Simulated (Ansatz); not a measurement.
Wires are cut from relaxed bulk GaN (P6_3mc, 11.76 Å³/atom, gap on the mesh 1.71 eV); atoms and period are relaxed, and energies count from that bulk.

Level of theory: DFT PBE, scalar-relativistic, plane waves, PAW (Ansatz).

Cutoff 420 eV, Gaussian smearing of 0.05 eV, energies at zero smearing, symmetry of each start kept, collinear spin where a moment is listed.

| start | atoms | k mesh | excess energy (eV per host atom) | line energy (eV/Å) | period (Å) | gap on the mesh (eV) | highest filled level or Fermi level under vacuum (eV) | size of the moment (μB per cell) |
| --- | --- | --- | --- | --- | --- | --- | --- | --- |
| [001] wire, 12 host atoms a period* | 12 | 1×1×6 | 1.024 | 2.209 | 5.565 | 0.99 | 5.58 | 0.00 |
| [001] wire, 18 host atoms a period | 18 | 1×1×6 | 0.887 | 3.003 | 5.318 | 0.81 | 5.66 | 0.00 |

* ends far from its start.

Each run keeps its start's symmetry and one magnetic start, so lower states can exist.

Cost: 2 runs of about 87 core-minutes in all, on Intel Xeon Platinum 8259CL (Skylake/Cascade Lake) (shared hosts).